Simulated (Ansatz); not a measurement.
# BN: moving B off its site

BN, F-43m, a = 3.610 Å. The compound has several low-lying forms, and this is one of them. Ansatz: r2SCAN, PAW, 500 eV, Γ-centred 12×12×12 mesh on 2 atoms, Gaussian smearing 0.05 eV; no spin polarisation.

```xyz
2
Lattice="0.0000 1.8048 1.8048 1.8048 0.0000 1.8048 1.8048 1.8048 0.0000" Properties=species:S:1:pos:R:3 pbc="T T T"
B     0.0000    0.0000    0.0000
N     2.7072    2.7072    2.7072
```

Atom 1 (B) moves by x along the unit vector (0.000, 0.000, 1.000), with its periodic images; all else is held. y is the free energy of the cell over the start, F the force along the path summed over the moved atoms. Symmetry makes y even in x.

```tsv
x (Å)	y (meV)	F (eV/Å)
-0.3000	?	?
-0.1500	268.5	3.49
0.0000	0.0	0.00
0.0375	17.2	-0.91
0.0750	68.3	-1.81
0.1125	152.6	-2.68
0.1875	413.8	-4.25
0.2250	585.9	-4.92
0.2625	781.5	-5.50
```

**Question.** Fit y = c2 x² + c4 x⁴ to the energies of the other rows, give the force constant, and predict energy and force of the missing row.

**Answer.** Least squares on the rows shown. y = 12218 x² − 12721 x⁴. The force constant is 2 c2 = 24.4 eV/Å² (for all images moving together, not for a lone atom). With two atoms in a cubic cell this is the optical mode at Γ without the LO field: ω = 521.5 √(2 c2/μ) = 1044 cm⁻¹ for μ = 6.10 u. The force −dy/dx at the missing row is 5.96 eV/Å (computed 5.97). At x = -0.3000 the fit asked for gives 996.6 meV. The run gave 997.0 meV, so the fit is 0.4 meV too low, a small miss on the scale of the series.

Cost: 9 runs of about 0.37 core-minutes in all, on Intel Xeon 6975P-C (Granite Rapids) (shared hosts).